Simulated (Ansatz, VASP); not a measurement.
# Sb in VASP and in Ansatz

The input INCAR:

```
PREC     = Accurate       # precision mode
ENCUT    = 520            # plane-wave cutoff, eV
EDIFF    = 1E-8           # SCF threshold, eV
ISMEAR   = -1             # smearing method
SIGMA    = 0.03           # smearing width, eV
LREAL    = False          # projectors in reciprocal space
LASPH    = True           # aspherical terms in the spheres
NELM     = 100            # most SCF steps
ALGO     = Fast           # electronic algorithm
ISIF     = 2              # what is computed and relaxed
LWAVE    = False          # write WAVECAR
LCHARG   = False          # write CHGCAR
GGA      = PS             # functional
LEFG     = True         
NBANDS   = 8              # bands
```

Contents of KPOINTS:

```
Automatic mesh
0
Gamma
  14 14 14
```

POSCAR

```
Sb
1.0
    0.0000000000      2.3050000000      2.3050000000
    2.3050000000      0.0000000000      2.3050000000
    2.3050000000      2.3050000000      0.0000000000
Sb
1
Direct
    0.0000000000      0.0000000000      0.0000000000
```

Input for Ansatz:

```yaml
crystal:
  lattice:
    - [0.0, 2.305, 2.305]
    - [2.305, 0.0, 2.305]
    - [2.305, 2.305, 0.0]
  atoms:
    - { symbol: Sb, position: [0.0, 0.0, 0.0] }
kpoints:
  mp_grid: { grid: [14, 14, 14] }
  band_path:
    path:
      - [0.0, 0.0, 0.0]
      - [0.5, 0.0, 0.5]
      - [0.625, 0.25, 0.625]
      - [0.375, 0.375, 0.75]
      - [0.0, 0.0, 0.0]
      - [0.5, 0.5, 0.5]
      - [0.5, 0.25, 0.75]
      - [0.5, 0.0, 0.5]
    npoints: 5
scf:
  occupations: { method: fermi_dirac, width: 0.03 }
hamiltonian:
  xc: pbesol
  pseudopotentials: { kind: paw }
output:
  forces: true
  stress: true
  eigenvalues: true
  efg: { contact_densities: true }
```

Alike in both runs: task electric field gradients; functional PBEsol; k mesh 14 × 14 × 14; occupations fermi-dirac, width 0.03 eV; no spin polarisation.

```csv
,VASP,Ansatz
version,VASP 6.6.1,Ansatz 0.2.0
potentials or method,"VASP PAW PBE potentials, release 64 (Sb)","PAW with Ansatz's default frozen-core files, scalar-relativistic"
plane-wave cutoff (eV),520,420
valence electrons in the cell,5,15
```

```csv
,VASP,Ansatz,Ansatz less VASP
pressure (GPa),5.1,5.1,-0.05
Vzz of the field gradient on the site that differs most (V/Å²),0.0,0.0,0.00
```

The two sets of potentials don't hold the same shells in valence. Ansatz warned: «gradients_without_spin_orbit».

Caveats: the PAW data sets were made with another functional, which shifts forces and pressure a little (VASP). Spin-orbit coupling is left out, which matters for the levels of Sb.
